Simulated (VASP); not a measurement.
SnSe:

```
CELL_PARAMETERS angstrom
11.50000 0.00000 0.00000
0.00000 4.15300 0.00000
0.00000 0.00000 4.44500
ATOMIC_POSITIONS crystal
Se 0.85530 0.25000 0.48200
Se 0.64470 0.75000 0.98200
Se 0.14470 0.75000 0.51800
Se 0.35530 0.25000 0.01800
Sn 0.11820 0.25000 0.10350
Sn 0.38180 0.75000 0.60350
Sn 0.88180 0.75000 0.89650
Sn 0.61820 0.25000 0.39650
```

The cell was built by a generator and needn't be a form met in nature.

| Item | Value |
| --- | --- |
| Program | VASP 6.6.1 |
| Task | relaxation of cell and atoms |
| Functional | PBE |
| Dispersion | D4 |
| Potentials or basis | VASP PAW PBE potentials, release 64 (Se, Sn_d) |
| Cutoff | 600 eV |
| k mesh | 3 × 8 × 8 |
| Occupations | gaussian, width 0.03 eV |
| Spin | no spin polarisation |

At the start: pressure 0.7 GPa; volume 26.54 Å³/atom.

Where does the relaxation end?

Over 35 steps the energy falls by 23.8 meV/atom and the volume is 27.89 Å³/atom (+5.1 %); space group Pnma (No. 62, to 0.05 Å).

Step by step:
| step | energy change (eV) | largest force (eV/Å) | pressure (GPa) | volume (Å³) |
| --- | --- | --- | --- | --- |
| 1 | 0.0000 | 0.1090 | 0.68 | 212.29 |
| 2 | -0.0127 | 0.1858 | 0.57 | 215.77 |
| 3 | -0.0273 | 0.5737 | 1.44 | 219.67 |
| 4 | -0.0464 | 0.6978 | -0.88 | 227.62 |
| 5 | -0.0457 | 0.7900 | 1.84 | 222.48 |
| 6 | -0.0574 | 0.8059 | 0.96 | 225.04 |
| 7 | -0.0575 | 0.7929 | 0.69 | 225.47 |
| 8 | -0.0592 | 0.7545 | 0.19 | 226.15 |
| 9 | -0.0592 | 0.7437 | 0.05 | 226.33 |
| 10 | -0.0617 | 0.7367 | 0.05 | 226.30 |
| 11 | -0.0691 | 0.7154 | 0.04 | 226.20 |
| 12 | -0.0833 | 0.6729 | 0.02 | 226.00 |
| 13 | -0.1088 | 0.5864 | 0.01 | 225.60 |
| 14 | -0.1488 | 0.4109 | 0.02 | 224.81 |
| 15 | -0.1811 | 0.0624 | 0.29 | 223.22 |
| 16 | -0.1828 | 0.0527 | -0.10 | 223.84 |
| 17 | -0.1830 | 0.0490 | -0.29 | 224.16 |
| 18 | -0.1844 | 0.0463 | -0.24 | 224.02 |
| 19 | -0.1857 | 0.0459 | -0.14 | 223.79 |
| 20 | -0.1853 | 0.0586 | 0.08 | 223.34 |
| 21 | -0.1860 | 0.0495 | -0.04 | 223.62 |
| 22 | -0.1870 | 0.0422 | 0.05 | 223.44 |
| 23 | -0.1878 | 0.0371 | 0.19 | 223.19 |
| 24 | -0.1874 | 0.0490 | 0.45 | 222.69 |
| 25 | -0.1880 | 0.0378 | 0.27 | 223.02 |
| 26 | -0.1886 | 0.0368 | 0.11 | 223.29 |
| 27 | -0.1887 | 0.0361 | -0.05 | 223.55 |
| 28 | -0.1887 | 0.0361 | -0.03 | 223.51 |
| 29 | -0.1888 | 0.0333 | -0.04 | 223.52 |
| 30 | -0.1892 | 0.0252 | -0.07 | 223.53 |
| 31 | -0.1895 | 0.0171 | -0.12 | 223.54 |
| 32 | -0.1897 | 0.0163 | -0.04 | 223.39 |
| 33 | -0.1898 | 0.0171 | 0.08 | 223.15 |
| 34 | -0.1900 | 0.0161 | 0.09 | 223.14 |
| 35 | -0.1903 | 0.0125 | 0.07 | 223.11 |

Final structure:
```
CELL_PARAMETERS angstrom
11.74257 0.00000 0.00000
0.00000 4.19934 0.00000
0.00000 0.00000 4.52463
ATOMIC_POSITIONS crystal
Se 0.85674 0.25000 0.47968
Se 0.64326 0.75000 0.97968
Se 0.14326 0.75000 0.52032
Se 0.35674 0.25000 0.02032
Sn 0.12404 0.25000 0.10991
Sn 0.37596 0.75000 0.60991
Sn 0.87596 0.75000 0.89009
Sn 0.62404 0.25000 0.39009
```
